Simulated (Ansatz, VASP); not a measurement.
# BN (Qingsongite) in VASP and in Ansatz

```xyz
2
Lattice="0.0000 1.7038 1.7038 1.7038 0.0000 1.7038 1.7038 1.7038 0.0000" Properties=species:S:1:pos:R:3 pbc="T T T"
B     0.0000    0.0000    0.0000
N     0.8519    0.8519    0.8519
```

Change from the starting cell: hydrostatic strain -5.6%.

Alike in both runs: task single point; functional PBE; k mesh 12 × 12 × 12; occupations fermi-dirac, width 0.02 eV; no spin polarisation.

```csv
,VASP,Ansatz
version,VASP 6.6.1,Ansatz 0.2.0
potentials or method,"VASP PAW PBE potentials, release 64 (B, N)","plane waves, PAW"
plane-wave cutoff (eV),520,420
valence electrons in the cell,8,8
```

```csv
,VASP,Ansatz,Ansatz less VASP
gap on the k mesh at the Fermi level (eV),4.63,4.65,+0.020
pressure (GPa),97.3,96.5,-0.84
```

Caveats: the cell as given lies far from equilibrium; so large a pressure means that the cell lies far from this level's equilibrium, or that cutoff or potentials fall short (VASP). A k mesh can miss the band edges.
